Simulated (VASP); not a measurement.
# Be4H (P6/mmm) in VASP: settings compared

One crystal, Be4H, is run at these levels: PBE, PBEsol, LDA; tasks: relaxation of cell and atoms, atomic charges.

Everything below comes from runs of VASP 6.6.1. Logs are shortened: lines on timing, memory, paths and dates and some standing lists are left out, and cuts for length are marked.

## (1) The crystal as given

It takes space group P6/mmm (No. 191, hexagonal). Conventional cell: a = 3.002 Å, b = 3.002 Å, c = 4.554 Å, α = 90.00°, β = 90.00°, γ = 120.00°. Be (site symmetry mmm) has 4 Be at 1.50 Å and 2 H at 1.50 Å as nearest neighbours. Be (site symmetry 6/mmm) is surrounded by 2 H at 2.28 Å. Around H (site symmetry 6/mmm) lie 6 Be at 1.50 Å.

The cell was built by a generator and needn't be a form met in nature.

## (2) Relaxation of cell and atoms, PBE

Contents of INCAR:

```
ALGO = Normal ; EDIFF = 1E-6
EDIFFG = -0.01 ; ENCUT = 600
GGA = PE ; IBRION = 2
ISIF = 3 ; ISMEAR = 0
LASPH = True ; LCHARG = False
LREAL = False ; LWAVE = False
NELM = 60 ; NSW = 60
PREC = Accurate ; SIGMA = 0.05
```

Contents of KPOINTS:

```
k-points
0
Gamma
  10 10 6
```

Contents of POSCAR:

```
Be4H
1.0
    3.0020168100      0.0000000000      0.0000000000
   -1.5010084000      2.5998228200      0.0000000000
    0.0000000000      0.0000000000      4.5542779400
Be H
4 1
Direct
    0.5000000000      0.0000000000      0.0000000000
    0.0000000000      0.5000000000      0.0000000000
    0.5000000000      0.5000000000      0.0000000000
    0.0000000000      0.0000000000      0.5000000000
    0.0000000000      0.0000000000      0.0000000000
```

Potentials or basis: VASP PAW PBE potentials, release 64 (Be, H).

Launch:

```bash
$ cat potpaw_PBE.64/Be/POTCAR potpaw_PBE.64/H/POTCAR > POTCAR
$ mpirun -np 1 vasp_std > vasp.out
```

OUTCAR:

```text
EDIFF = 1E-6
   EDIFFG = -0.01
   ENCUT = 600
   GGA = PE
   IBRION = 2
   ISIF = 3
   ISMEAR = 0
   LASPH = True
   LREAL = False
   NELM = 60
   NSW = 60
   PREC = Accurate

 ion  position               nearest neighbor table
   1  0.500  0.000  0.000-   3 1.50   3 1.50   5 1.50   5 1.50   2 1.50   2 1.50
   2  0.000  0.500  0.000-   5 1.50   5 1.50   3 1.50   3 1.50   1 1.50   1 1.50
   3  0.500  0.500  0.000-   1 1.50   1 1.50   2 1.50   2 1.50   5 1.50   5 1.50
   4  0.000  0.000  0.500-
   5  0.000  0.000  0.000-   2 1.50   2 1.50   1 1.50   1 1.50   3 1.50   3 1.50

  LATTYP: Found a hexagonal cell.
 ALAT       =     3.0020168100
 C/A-ratio  =     1.5170727642

  Lattice vectors:

 A1 = (   3.0020168100,   0.0000000000,   0.0000000000)
 A2 = (  -1.5010084000,   2.5998228200,   0.0000000000)
 A3 = (   0.0000000000,   0.0000000000,   4.5542779400)

Analysis of symmetry for initial positions (statically):
=====================================================================
 Subroutine PRICEL returns:
 Original cell was already a primitive cell.

 Routine SETGRP: Setting up the symmetry group for a
 hexagonal supercell.

 Subroutine GETGRP returns: Found 24 space group operations
 (whereof 24 operations were pure point group operations)
 out of a pool of 24 trial point group operations.

The static configuration has the point symmetry D_6h.

Analysis of symmetry for dynamics (positions and initial velocities):
=====================================================================
 Subroutine PRICEL returns:
 Original cell was already a primitive cell.

 Routine SETGRP: Setting up the symmetry group for a
 hexagonal supercell.

 Subroutine GETGRP returns: Found 24 space group operations
 (whereof 24 operations were pure point group operations)
 out of a pool of 24 trial point group operations.

The dynamic configuration has the point symmetry D_6h.

 Subroutine INISYM returns: Found 24 space group operations
 (whereof 24 operations are pure point group operations),
 and found     1 'primitive' translations

----------------------------------------------------------------------------------------

                                     Primitive cell

  volume of cell :      35.5448

  direct lattice vectors                    reciprocal lattice vectors
     3.002016810  0.000000000  0.000000000     0.333109394  0.192320798  0.000000000
    -1.501008400  2.599822820  0.000000000     0.000000000  0.384641596  0.000000000
     0.000000000  0.000000000  4.554277940     0.000000000  0.000000000  0.219573775

  length of vectors
     3.002016810  3.002016807  4.554277940     0.384641596  0.384641596  0.219573775

  position of ions in fractional coordinates (direct lattice)
     0.500000000  0.000000000  0.000000000
     0.000000000  0.500000000  0.000000000
     0.500000000  0.500000000  0.000000000
     0.000000000  0.000000000  0.500000000
     0.000000000  0.000000000  0.000000000

  ion indices of the primitive-cell ions
   primitive index   ion index
                 1           1
                 2           2
                 3           3
                 4           4
                 5           5

----------------------------------------------------------------------------------------

 KPOINTS: k-points

Automatic generation of k-mesh.
 Grid dimensions read from file:
 generate k-points for:   10   10    6

 Generating k-lattice:

  Cartesian coordinates                     Fractional coordinates (reciprocal lattice)
     0.033310939  0.019232080  0.000000000     0.100000000  0.000000000  0.000000000
     0.000000000  0.038464160  0.000000000     0.000000000  0.100000000  0.000000000
     0.000000000  0.000000000  0.036595629     0.000000000  0.000000000  0.166666667

  Length of vectors
     0.038464160  0.038464160  0.036595629

  Shift w.r.t. Gamma in fractional coordinates (k-lattice)
     0.000000000  0.000000000  0.000000000

 Subroutine IBZKPT returns following result:
 ===========================================

 Found     56 irreducible k-points:

 Following reciprocal coordinates:
            Coordinates               Weight
  0.000000  0.000000  0.000000      1.000000
  0.100000  0.000000  0.000000      6.000000
  0.200000  0.000000  0.000000      6.000000
  0.300000 -0.000000  0.000000      6.000000
  0.400000  0.000000  0.000000      6.000000
  0.500000 -0.000000  0.000000      3.000000
[... 16 lines left out ...]
  0.300000  0.100000  0.166667     24.000000
  0.400000  0.100000  0.166667     24.000000
 [... further k-points ...]
   k-points           NKPTS =     56   k-points in BZ     NKDIM =     56   number of bands    NBANDS=      8
   number of dos      NEDOS =    301   number of ions     NIONS =      5
   total plane-waves  NPLWV =  20736
   dimension x,y,z NGX =    24 NGY =   24 NGZ =   36
   dimension x,y,z NGXF=    48 NGYF=   48 NGZF=   72
   ions per type =               4   1
[... 76 lines left out ...]
  ---------------------------------------------------
  free  energy   TOTEN  =       -13.0233597866 eV

  energy  without entropy=      -13.0184615194  energy(sigma->0) =      -13.02091065

 E-fermi :   2.6283     XC(G=0):  -8.7483

 val. band max:        2.6185178724   @ k =   0.2000   0.1000   0.1667
 cond. band min:       2.6419772925   @ k =   0.4000   0.0000   0.0000
 fundamental gap:      0.0234594201
 Fermi energy:         2.6283186691

 k-point     1 :       0.0000    0.0000    0.0000
  band No.  band energies     occupation
      1      -6.7026      2.00000
      2       0.6937      2.00000
      3       0.8062      2.00000
      4       2.1397      2.00000
      5       2.2973      2.00000
      6       2.2973      2.00000
      7       3.9276      0.00000
      8       9.1278      0.00000
[... 243 lines left out ...]
 k-point    24 :       0.4000    0.1000    0.1667
  band No.  band energies     occupation
      1      -5.2899      2.00000
      2      -2.6691      2.00000
      3      -0.3992      2.00000
      4       1.7847      2.00000
      5       2.6635      0.31970
      6       3.0146      0.00000
      7       6.2517      0.00000
      8       6.5371      0.00000

 [... further k-points ...]

 E-fermi :  10.1178     XC(G=0): -11.7437

 val. band max:       10.0945175631   @ k =   0.4000   0.2000   0.5000
 cond. band min:      10.1187221141   @ k =   0.3000   0.3000   0.1667
 fundamental gap:      0.0242045510
 Fermi energy:        10.1178483296

 k-point     1 :       0.0000    0.0000    0.0000
  band No.  band energies     occupation
      1      -4.3682      2.00000
      2       2.3618      2.00000
      3       2.3618      2.00000
      4       2.7137      2.00000
      5       4.8165      2.00000
      6       9.5172      2.00000
      7       9.5172      2.00000
      8      20.5383      0.00000
[... 243 lines left out ...]
 k-point    24 :       0.4000    0.1000    0.1667
  band No.  band energies     occupation
      1      -2.7177      2.00000
      2      -0.0147      2.00000
      3       2.2730      2.00000
      4       4.6635      2.00000
      5       9.9346      2.00000
      6      11.3674      0.00000
      7      14.1480      0.00000
      8      16.4959      0.00000

 [... further k-points ...]

 E-fermi :   4.9765     XC(G=0): -10.0194

 val. band max:        4.9751645074   @ k =   0.2000   0.2000   0.5000
 cond. band min:       5.0945823392   @ k =   0.0000   0.0000   0.5000
 fundamental gap:      0.1194178318
 Fermi energy:         4.9765319889

 k-point     1 :       0.0000    0.0000    0.0000
  band No.  band energies     occupation
      1      -6.2550      2.00000
      2       2.3651      2.00000
      3       2.3829      2.00000
      4       2.3829      2.00000
      5       2.7673      2.00000
      6       8.1111      0.00000
      7       8.1804      0.00000
      8       8.1804      0.00000
[... 243 lines left out ...]
 k-point    24 :       0.4000    0.1000    0.1667
  band No.  band energies     occupation
      1      -4.9178      2.00000
      2      -1.7195      2.00000
      3       0.7285      2.00000
      4       3.3422      2.00000
      5       6.7103      0.00000
      6       8.1616      0.00000
      7      10.1652      0.00000
      8      11.2180      0.00000

 [... further k-points ...]

[... ionic steps 4 to 14 ...]

--------------------------------------- Ionic step       15  -------------------------------------------

 number of electron       8.9999997 magnetization

------------------------ aborting loop because EDIFF is reached ----------------------------------------
[... 73 lines left out ...]
--------------------------------------- Ionic step       17  -------------------------------------------

 number of electron       8.9999997 magnetization

 Free energy of the ion-electron system (eV)
  ---------------------------------------------------
  ext. energy  EPLUGINS =         0.00000000
  ---------------------------------------------------
  free energy    TOTEN  =       -14.95208001 eV

  energy without entropy =      -14.94985847  energy(sigma->0) =      -14.95096924

 E-fermi :   4.7564     XC(G=0):  -9.8458

 val. band max:        4.6318721406   @ k =   0.2000   0.0000   0.0000
 cond. band min:       4.7670648036   @ k =   0.4000   0.2000   0.3333
 fundamental gap:      0.1351926630
 Fermi energy:         4.7563904643

 k-point     1 :       0.0000    0.0000    0.0000
  band No.  band energies     occupation
      1      -6.2825      2.00000
      2       1.9751      2.00000
      3       1.9751      2.00000
      4       1.9995      2.00000
      5       2.1136      2.00000
      6       7.1862      0.00000
      7       7.1862      0.00000
      8       8.4347      0.00000
[... 243 lines left out ...]
 k-point    24 :       0.4000    0.1000    0.1667
  band No.  band energies     occupation
      1      -4.9781      2.00000
      2      -1.9578      2.00000
      3       0.3738      2.00000
      4       2.8689      2.00000
      5       6.4415      0.00000
      6       7.9001      0.00000
      7       9.5964      0.00000
      8      10.4262      0.00000

 [... further k-points ...]
[... 5 lines left out ...]
  --------------------------------------------------------------------------------------
  -------------------------------------------------------------------------------------
  Total        0.0294758      0.0294758     -0.0104498      0.0000000     -0.0000000      0.0000000
  in kB        1.1034457      1.1034457     -0.3911962      0.0000000     -0.0000000      0.0000000
  external PRESSURE =       0.6052317 kB  Pullay stress =       0.0000000 kB
[... 20 lines left out ...]
  FREE ENERGIE OF THE ION-ELECTRON SYSTEM (eV)
  ---------------------------------------------------
  free  energy   TOTEN  =       -14.9520800111 eV

  energy  without entropy=      -14.9498584706  energy(sigma->0) =      -14.95096924

 reached required accuracy - stopping structural energy minimisation
```

Wall time 1.9 min (1 thread of AMD EPYC 9R45 (Zen 5), shared host); peak memory 0.13 GiB.

Results:

- Free energy: -14.9521 eV
- Relaxed volume: 8.56 Å³/atom
- Relaxed cell: a = 4.223 Å, b = 4.223 Å, c = 2.771 Å, α = 90.00°, β = 90.00°, γ = 120.00°
- Space group after relaxing (to 0.05 Å): P6/mmm (No. 191)
- Energy gained by relaxing: 2128.8 meV/atom
- Ionic steps: 17
- Pressure after relaxing: 0.1 GPa
- Band gap on the k mesh: none (metal or under the smearing width)

The path:
```csv
step,energy change (eV),largest force (eV/Å),pressure (GPa),volume (Å³)
1,0.0000,0.0000,99.60,35.54
2,-8.7123,0.0000,-5.36,61.34
3,-8.7153,0.0000,-5.74,61.70
4,-9.1446,0.0000,-5.67,58.11
5,-10.1991,0.0000,-1.51,47.13
6,1.2309,0.0000,167.00,24.12
7,-10.2748,0.0000,-0.76,46.10
8,-10.0935,0.0000,20.71,35.27
9,-10.5025,0.0000,2.63,42.67
10,-10.5393,0.0000,9.24,38.99
11,-10.5729,0.0000,6.26,40.42
12,-10.6273,0.0000,-0.31,42.71
13,-10.6394,0.0000,1.55,41.98
14,-10.6395,0.0000,1.35,42.05
15,-10.6395,0.0000,1.44,42.02
16,-10.6439,0.0000,0.20,42.71
17,-10.6440,0.0000,0.06,42.80
```

Final structure:
```
CELL_PARAMETERS angstrom
4.22293 0.00000 0.00000
-2.11146 3.65716 0.00000
0.00000 0.00000 2.77120
ATOMIC_POSITIONS crystal
Be 0.50000 0.00000 0.00000
Be 0.00000 0.50000 0.00000
Be 0.50000 0.50000 0.00000
Be 0.00000 0.00000 0.50000
H 0.00000 0.00000 0.00000
```

Levels at points of the mesh, in eV from the Fermi level:
```
           k point  band 1  band 2  band 3  band 4  band 5  band 6  band 7  band 8
(0.00, 0.00, 0.00)  -11.04   -2.78   -2.78   -2.76   -2.64    2.43    2.43    3.68
(0.50, 0.00, 0.00)   -9.97   -7.30   -3.96   -3.29    3.73    4.85    5.41    5.53
(0.00, 0.00, 0.50)   -9.08   -5.46   -0.89   -0.28    0.75    0.75    3.21    3.21
(0.50, 0.00, 0.50)   -8.77   -3.37   -3.17   -2.55   -1.32    0.91    0.97    3.51
```

Caveat: the volume moved by over 15 % at a fixed basis, so the end points are rough.

## (3) Relaxation of cell and atoms, PBEsol

Contents of INCAR:

```
SYSTEM = Be4H
PREC     = Accurate       ! precision mode
ENCUT    = 600            ! plane-wave cutoff, eV
EDIFF    = 1E-6           ! SCF threshold, eV
ISMEAR   = 0              ! smearing method
SIGMA    = 0.05           ! smearing width, eV
LREAL    = .False.        ! projectors in reciprocal space
LASPH    = .True.         ! aspherical terms in the spheres
NELM     = 80             ! most SCF steps
ALGO     = Normal         ! electronic algorithm
ISIF     = 3              ! what is computed and relaxed
LWAVE    = .False.        ! write WAVECAR
LCHARG   = .False.        ! write CHGCAR
GGA      = PS             ! functional
IBRION   = 2              ! ionic algorithm
NSW      = 60             ! ionic steps
EDIFFG   = -0.005         ! ionic threshold
```

Contents of KPOINTS:

```
regular mesh
0
Gamma
  10 10 6
  0 0 0
```

POSCAR is that of step 2.

Potentials or basis: VASP PAW PBE potentials, release 64 (Be, H).

Launch:

```bash
$ cat potpaw_PBE.64/Be/POTCAR potpaw_PBE.64/H/POTCAR > POTCAR
$ mpirun -np 1 vasp_std > vasp.out
```

It took 2.1 min on 1 thread of AMD EPYC 9R45 (Zen 5), shared host; peak memory 0.13 GiB.

The run converged. Its results:

```yaml
Free_energy: -15.8362 eV
Relaxed_volume: 8.49 Å³/atom
Relaxed_cell: a = 4.214 Å, b = 4.214 Å, c = 2.759 Å, α = 90.00°, β = 90.00°, γ = 120.00°
Space_group_after_relaxing_to_0.05_Å: P6/mmm (No. 191)
Energy_gained_by_relaxing: 2126.2 meV/atom
Ionic_steps: 19
Pressure_after_relaxing: 0.0 GPa
Band_gap_on_the_k_mesh: none (metal or under the smearing width)
```

The path:
| step | energy change (eV) | largest force (eV/Å) | pressure (GPa) | volume (Å³) |
| --- | --- | --- | --- | --- |
| 1 | 0.0000 | 0.0000 | 98.16 | 35.54 |
| 2 | -8.6351 | 0.0000 | -5.75 | 60.85 |
| 3 | -8.6391 | 0.0000 | -6.19 | 61.25 |
| 4 | -9.1122 | 0.0000 | -5.96 | 57.46 |
| 5 | -10.2536 | 0.0000 | -1.05 | 45.82 |
| 6 | 11.9192 | 0.0000 | 281.18 | 21.34 |
| 7 | -10.3132 | 0.0000 | -0.41 | 45.07 |
| 8 | -9.6180 | 0.0000 | 28.61 | 33.39 |
| 9 | -10.4938 | 0.0000 | 2.39 | 42.38 |
| 10 | -10.3881 | 0.0000 | 14.02 | 36.89 |
| 11 | -10.5642 | 0.0000 | 5.54 | 40.42 |
| 12 | -10.5655 | 0.0000 | 6.37 | 39.99 |
| 13 | -10.6157 | 0.0000 | -0.06 | 42.21 |
| 14 | -10.6251 | 0.0000 | 1.68 | 41.54 |
| 15 | -10.6251 | 0.0000 | 1.53 | 41.59 |
| 16 | -10.6308 | 0.0000 | 0.21 | 42.32 |
| 17 | -10.6308 | 0.0000 | 0.08 | 42.39 |
| 18 | -10.6308 | 0.0000 | 0.05 | 42.41 |
| 19 | -10.6308 | 0.0000 | -0.02 | 42.44 |

Final structure:
```
Be H
1.0
     4.21404    0.00000    0.00000
    -2.10702    3.64946    0.00000
     0.00000    0.00000    2.75934
Be H
4 1
Cartesian
  2.1070 0.0000 0.0000
  -1.0535 1.8247 0.0000
  1.0535 1.8247 0.0000
  -2.1070 3.6495 1.3797
  -2.1070 3.6495 0.0000
```

Levels at points of the mesh, in eV from the Fermi level:
| k point | band 1 | band 2 | band 3 | band 4 | band 5 | band 6 | band 7 | band 8 |
| --- | --- | --- | --- | --- | --- | --- | --- | --- |
| (0.00, 0.00, 0.00) | -11.08 | -2.84 | -2.84 | -2.78 | -2.61 | 2.43 | 2.43 | 3.71 |
| (0.50, 0.00, 0.00) | -10.00 | -7.35 | -3.97 | -3.34 | 3.80 | 4.85 | 5.40 | 5.56 |
| (0.00, 0.00, 0.50) | -9.10 | -5.52 | -0.87 | -0.19 | 0.73 | 0.73 | 3.20 | 3.88 |
| (0.50, 0.00, 0.50) | -8.80 | -3.43 | -3.13 | -2.58 | -1.28 | 0.87 | 0.97 | 3.51 |

Caveat: the volume moved by over 15 % at a fixed basis, so the end points are rough; the PAW data sets were made with another functional, which shifts forces and pressure a little.

## (4) Atomic charges, LDA (cell strained at random at fixed volume)

Contents of INCAR:

```
PREC = Accurate
ENCUT = 500
EDIFF = 1E-6
ISMEAR = -1
SIGMA = 0.05
LREAL = False
LASPH = True
NELM = 100
ALGO = Normal
ISIF = 2
LWAVE = False
LCHARG = False
GGA = CA
LORBIT = 11
```

Contents of KPOINTS:

```
regular mesh
0
Gamma
  10 10 6
```

Contents of POSCAR:

```
Be4H
1.0
    3.0129650000     -0.0440970000      0.0264880000
   -1.5446720000      2.5843490000     -0.0139440000
    0.0401840000     -0.0012260000      4.6055370000
Be H
4 1
Cartesian
    1.5064825000     -0.0220485000      0.0132440000
   -0.7723360000      1.2921745000     -0.0069720000
    0.7341465000      1.2701260000      0.0062720000
    0.0200920000     -0.0006130000      2.3027685000
    0.0000000000      0.0000000000      0.0000000000
```

Potentials or basis: VASP PAW LDA potentials, release 64 (Be, H).

Launch:

```bash
$ cat potpaw_LDA.64/Be/POTCAR potpaw_LDA.64/H/POTCAR > POTCAR
$ mpirun -np 1 vasp_std > vasp.out
```

It took 46 s on 1 thread of AMD EPYC 9R45 (Zen 5), shared host; peak memory 0.17 GiB.

The run converged. Its results:

```
Free energy                                           : -6.2943 eV
Pressure                                              : 96.6 GPa
Band gap on the k mesh                                : none (metal or under the smearing width)
Valence electrons inside the program's atomic spheres : Be 2.29, 2.28, 2.23, 0.66; H 0.67
```

Stress tensor (GPa, compression positive):
```
151.45   5.20   1.94
  5.20 157.76  -0.03
  1.94  -0.03 -19.49
```

Levels at points of the mesh, in eV from the Fermi level:
```tsv
k point	band 2	band 3	band 4	band 5	band 6	band 7
(0.00, 0.00, 0.00)	-6.32	-4.02	-3.05	0.46	1.26	5.56
(0.50, 0.00, 0.00)	-5.69	-2.61	-0.83	-0.74	0.66	1.09
(0.00, 0.50, 0.00)	-5.68	-2.62	-0.81	-0.72	0.65	1.09
(0.50, 0.50, 0.00)	-5.89	-2.38	-1.10	-1.04	0.55	0.76
(0.00, 0.00, 0.50)	-8.20	-3.04	0.57	1.37	1.40	1.42
(0.50, 0.00, 0.50)	-4.91	-3.55	-2.43	-2.42	2.03	4.54
(0.00, 0.50, 0.50)	-4.90	-3.55	-2.43	-2.43	2.01	4.64
(0.50, 0.50, 0.50)	-5.13	-3.74	-2.76	-2.16	2.60	4.36
```

## (5) For comparison

An earlier run on the cell as given: functional PBE; potentials or basis VASP PAW PBE potentials, release 64 (Be, H); cutoff 520 eV; k mesh 10 × 10 × 6; occupations fermi-dirac, width 0.05 eV; no spin polarisation.

* Pressure: 99.5 GPa
* Band gap on the k mesh: none (metal or under the smearing width)

## (6) Summary

```tsv
task	level	potentials or basis	cell	cutoff (eV)	smearing	gap on the mesh (eV)	pressure (GPa)	relaxed volume (Å³/atom)
relaxation of cell and atoms	PBE	VASP PAW PBE potentials, release 64 (Be, H)	relaxed	600	gaussian 0.05 eV	none	0.1	8.56
relaxation of cell and atoms	PBEsol	VASP PAW PBE potentials, release 64 (Be, H)	relaxed	600	gaussian 0.05 eV	none	0.0	8.49
atomic charges	LDA	VASP PAW LDA potentials, release 64 (Be, H)	cell strained at random at fixed volume	500	fermi-dirac 0.05 eV	none	96.6	-
single point	PBE	VASP PAW PBE potentials, release 64 (Be, H)	as given	520	fermi-dirac 0.05 eV	none	99.5	-
```

Alike in all rows: no spin polarisation; k mesh 10 × 10 × 6.

Caveats: the volume moved by over 15 % at a fixed basis, so the end points are rough (some runs); the PAW data sets were made with another functional, which shifts forces and pressure a little (some runs); a pressure of tens of GPa on the cell as given is suspect, and the run, the potentials or the cell itself is likely at fault (some runs).

Absolute energies hang on the potentials; compare differences alone.
